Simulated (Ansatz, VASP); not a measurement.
SiC (Moissanite 3C) in VASP and in Ansatz

```
CELL_PARAMETERS angstrom
0.00000 2.17900 2.17900
2.17900 0.00000 2.17900
2.17900 2.17900 0.00000
ATOMIC_POSITIONS crystal
Si 0.00000 0.00000 0.00000
C 0.25000 0.25000 0.25000
```

Alike in both runs: task relaxation of cell and atoms; functional PBEsol; k mesh 10 × 10 × 10; occupations fermi-dirac, width 0.02 eV; no spin polarisation.

|  | VASP | Ansatz |
| --- | --- | --- |
| version | VASP 6.6.1 | Ansatz 0.2.0 |
| potentials or method | VASP PAW PBE potentials, release 64 (Si, C) | PAW plane waves |
| plane-wave cutoff (eV) | 600 | 420 |
| valence electrons in the cell | 8 | 8 |

VASP gave:

* gap on the k mesh at the Fermi level, each at its own relaxed structure (eV): 1.23
* relaxed volume (Å³/atom): 10.35
* relaxed cell length with the largest relative difference (Å): 3.082

Question: Estimate Ansatz's values.

Answer: gap on the k mesh at the Fermi level, each at its own relaxed structure (eV): 1.24; relaxed volume (Å³/atom): 10.34; relaxed cell length with the largest relative difference (Å): 3.081.

Ansatz warned: «pseudo_functional_mismatch».

Caveats: the relaxation stopped at its first step, so nothing moved; the PAW data sets were made with another functional, which shifts forces and pressure a little (VASP). A k mesh can miss the band edges. PBEsol gaps usually lie below the measured ones, often by a third to a half.
